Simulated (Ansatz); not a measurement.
Zr (fcc): energy against volume

Level of theory: DFT, m-r2SCAN, plane waves (500 eV) with PAW, scalar-relativistic (Ansatz). (PAW data from PBE, frozen cores regenerated.)

The cell is scaled uniformly from the relaxed one, with fractional coordinates and shape fixed. Energies are extrapolated to zero smearing, pressures are those at the given smearing. Magnetic state: non-magnetic.

A Birch-Murnaghan fit gives V₀ = 23.32 Å³/atom, B₀ = 90 GPa, B₀′ = 3.1.

Q: What are the energy above the minimum and the pressure at 20.454 Å³/atom?

A: 118.2 meV/atom and 14.45 GPa as computed.

Q: What are the energy above the minimum and the pressure at 22.314 Å³/atom?

A: 13.0 meV/atom and 4.31 GPa as computed.

Q: What are the energy above the minimum and the pressure at 25.103 Å³/atom?

A: 34.8 meV/atom and -5.87 GPa as computed.

m-r²SCAN is r²SCAN on the gauge-invariant kinetic-energy density; without spin polarisation the two are equal.
